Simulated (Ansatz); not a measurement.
The cell is COD entry 9008860, as deposited and not checked against the literature; nothing was relaxed. The listed cell was then made from it by scaling, straining or moving an atom.

AlN: DFT, PBEsol, PAW with Ansatz's default frozen-core files, scalar-relativistic (Ansatz 0.2.0). What sets it apart from a plain run of this crystal: volume scaled by 0.96.

Command: `ansatz run input.yaml --threads 1 --pin off --max-ram 6144MiB --backend cpu --events-out ev --progress --plain --runs-dir out` The run took 4.8 s on 1 thread of Arm Neoverse V2, on a shared host, peak memory 0.34 GiB.

```yaml
crystal:
  lattice:
    - [3.0689564278, 0.0, 0.0]
    - [-1.5344782139, 2.6577942296, 0.0]
    - [0.0, 0.0, 4.9107214824]
  atoms:
    - { symbol: Al, position: [0.3333333333, 0.6666666667, 0.0] }
    - { symbol: Al, position: [0.6666666667, 0.3333333333, 0.5] }
    - { symbol: "N", position: [0.3333333333, 0.6666666667, 0.385] }
    - { symbol: "N", position: [0.6666666667, 0.3333333333, 0.885] }
kpoints:
  mp_grid: { grid: [11, 11, 6] }
scf:
  occupations: { method: fermi_dirac, width: 0.02 }
hamiltonian:
  xc: pbesol
  pseudopotentials: { kind: paw }
output:
  forces: true
  stress: true
  eigenvalues: true
  efg: { contact_densities: true }
  write_density: true
  write_potential: true
  elf: true
  volumetric_format: npy
```

Output (standing set-up lines are left out):

```
Crystal: 4 atoms, lattice volume = 40.055 Å³
Basis set: ecut = 420 eV, 773 PW (Γ), exchange–correlation on 48×48×72 points (8 copies of the dense FFT grid, shifted against one another)
Space group: P63mc (ITA 186), of the structure as read, at distance tolerance 3.4e-5 Å
SCF iter   1: F=—  HF=-1811.876600 eV  |F-HF|=—  |Δ(HF+E_count)|=         —  Δρ=1.06e-2  dr2=4.75e-2  ethr=1.77e-3  ⟨swp⟩=6.1  Hψ=5275  notcnv=0
preconditioner: auto → none  [insulator: Δε(μ)=4.353 eV  Ē_g=13.285 eV  σ=0.020 eV  W_gap=1.00  n_scr=2 (ndim 8)  ℏωp=23.5 eV  f_vac=0.000  D(μ)=0.00/eV (n_scr^D=0)  ε∞_Penn≈4.1]
SCF iter   2: F=—  HF=-1811.862865 eV  |F-HF|=—  |Δ(HF+E_count)|=   1.37e-2  Δρ=1.41e-3  dr2=8.42e-4  ethr=2.97e-4  ⟨swp⟩=3.0  Hψ=1925  notcnv=0
SCF iter   3: F=—  HF=-1811.862693 eV  |F-HF|=—  |Δ(HF+E_count)|=   1.72e-4  Δρ=5.09e-4  dr2=5.27e-5  ethr=5.26e-6  ⟨swp⟩=2.1  Hψ=1215  notcnv=0
SCF iter   4: F=—  HF=-1811.862576 eV  |F-HF|=—  |Δ(HF+E_count)|=   1.17e-4  Δρ=1.92e-5  dr2=5.28e-8  ethr=6.25e-10  ⟨swp⟩=8.0  Hψ=5723  notcnv=0
iter 5 did not close the SCF: its close was put off for the readings that it lacked (scf_convergence_deferred on its scf_iter line)
SCF iter   5: F=-1811.862576 eV  HF=-1811.862576 eV  |F-HF|=4.09e-10  |Δ(HF+E_count)|=   3.01e-8  Δρ=2.13e-6  dr2=5.74e-10  ethr=3.30e-10  ⟨swp⟩=2.1  Hψ=1184  notcnv=0
SCF iter   6: F=-1811.862576 eV  HF=-1811.862576 eV  |F-HF|=1.80e-11  |Δ(HF+E_count)|=  5.07e-10  Δρ=3.42e-7  dr2=3.10e-11  ethr=3.59e-12  ⟨swp⟩=4.0  Hψ=3677  notcnv=0
SCF 1 converged in 6 iterations: F = -1811.862576 eV  dr2 = 3.10e-11
  greatest PAW one-centre occupation: 0.788 electrons in one spin orbital (limit 2), on the N atom at site 2 (counted from 0), in its partial waves of l = 0
SCF converged after 6 iterations
Free energy (F): -1811.862576 eV
Harris-Foulkes:  -1811.862576 eV  (|F-HF|=1.80e-11)
Internal energy: -1811.862576 eV  (E = F + TS)
E sigma→0 (E₀):  -1811.862576 eV
Fermi energy:    9.784234 eV
--- Per-component energies (eV) ---
  E_band       = 34.647860
  E_kinetic    = 321.460354
  E_local      = -438.209606  (includes V_loc(G=0)·N_el)
  E_nonlocal   = 112.155563
  E_hartree    = 151.450430
  E_xc         = -202.554435
  E_vxc        = -216.412745  (∫ρ·V_xc dr)
  E_paw        = -1156.113785  (= ΣΔE_a)
  E_vpaw       = -47.246754  (= ΣTr[D̂ρ^β])
  E_aug_tail   = 0.000187  (compensation charges beyond the density's cutoff)
  E_ewald      = -600.145760
  E_core_change = 0.094476  (= ΣΔE_core)
  E_smearing   = -0.000000  (= −TS)
  E_closure    = 0.000000  (closes the sum)
  Σ components = -1811.862576   (vs F -1811.862576, Δ=0.00e0)
--- Forces (eV/Å), atoms counted from 1 ---
  atom   1  Al     0.00000000    -0.00000000     0.17866800
  atom   2  Al    -0.00000000     0.00000000     0.17866800
  atom   3  N     -0.00000000     0.00000000    -0.17867078
  atom   4  N      0.00000000    -0.00000000    -0.17867078
  max |Σ_I F_I| component: 5.56e-6 eV/Å
--- Stress (GPa, compression-positive) ---
       10.576941      -0.000000      -0.000000
       -0.000000      10.576941       0.000000
       -0.000000       0.000000       7.472498
  P = ⅓ Tr σ = 9.5421 GPa (95.421 kbar)
--- PAW observables at the nuclei: V_zz in 10²¹ V/m², potentials from the cell's mean, atoms counted from 1 ---
  atom   1  Al V_zz =    +0.864630   η = 0.0000   by run symmetry: allowed
            electrostatic potential = -1232.183366 V   contact ρ = 10040.177498 e/Å³
  atom   2  Al V_zz =    +0.864630   η = 0.0000   by run symmetry: allowed
            electrostatic potential = -1232.183366 V   contact ρ = 10040.177498 e/Å³
  atom   3  N  V_zz =    +0.068292   η = 0.0000   by run symmetry: allowed
            electrostatic potential = -516.966631 V   contact ρ = 1402.467752 e/Å³
  atom   4  N  V_zz =    +0.068292   η = 0.0000   by run symmetry: allowed
            electrostatic potential = -516.966631 V   contact ρ = 1402.467752 e/Å³
--- Band table (eV; the first three rows and the last of 64) ---
  k-point 0: bands = ["-7.9066", "-5.5928", "1.2840", "6.5936", "6.5936", "7.2584", "7.2584", "7.5632", "11.9969", "14.4464", "18.3923", "18.8346"]
  k-point 1: bands = ["-7.7938", "-5.8221", "1.6822", "6.6358", "6.6358", "6.9445", "7.2116", "7.2116", "12.4922", "14.5171", "18.2087", "18.8000"]
  k-point 2: bands = ["-7.4665", "-6.3605", "2.7173", "5.6079", "6.7526", "6.7526", "7.0847", "7.0847", "13.4523", "14.5869", "17.9132", "18.8501"]
  k-point 63: bands = ["-5.1867", "-5.1867", "2.3923", "2.3923", "3.6574", "3.6574", "6.7050", "6.7050", "14.6044", "14.6044", "15.8353", "15.8353"]
```
